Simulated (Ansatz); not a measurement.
Reactions of `[SiH3][SiH2]C[TeH]`.

Program: Ansatz. Geometries: PBE0-D4/def2-TZVP. ΔE: electronic, gas phase. CCSD(T)/CBS is the MP2 limit (def2-TZVPP, def2-QZVPP) plus CCSD(T) − MP2 in def2-TZVPP, frozen cores. This one scheme is used for every species. Triplets are unrestricted, without spin–orbit coupling. def2 core potentials past Kr. For Ga, Te outer-core shells are correlated without core-valence functions, which leaves a few kJ/mol of doubt a bond. Scalar relativity is left out up to krypton. One conformer a species, not always the lowest.

Order these by ΔE at CCSD(T)/CBS, lowest first. (Estimate.)
A. `[SiH3][SiH2]C[TeH]` + `CB(O)F` → `OB(F)[SiH2][SiH3]` + `CC[TeH]`
B. `[SiH3][SiH2]C[TeH]` → `[CH2]` (triplet) + `[SiH3][SiH2][TeH]`
C. `[SiH3][SiH2]C[TeH]` + `C[Te]C` → `C[Te][SiH2][SiH3]` + `CC[TeH]`
D. `[SiH3][SiH2]C[TeH]` + `CC(=O)O` → `O=C(O)[TeH]` + `CC[SiH2][SiH3]`
E. `[SiH3][SiH2]C[TeH]` + CH₃NH₂ → `N[SiH2][SiH3]` + `CC[TeH]`
F. `[SiH3][SiH2]C[TeH]` + H₂O → `O[SiH2]C[TeH]` + SiH₄
G. `[SiH3][SiH2]C[TeH]` + `[GaH3]` → `[SiH3][SiH2][CH2][GaH2]` + H₂Te

F (-0.96 eV), E (-0.75 eV), C (-0.50 eV), G (-0.37 eV), D (+0.37 eV), A (+0.81 eV), B (+3.97 eV).

Largest T1 diagnostic: 0.015, for `O=C(O)[TeH]`.
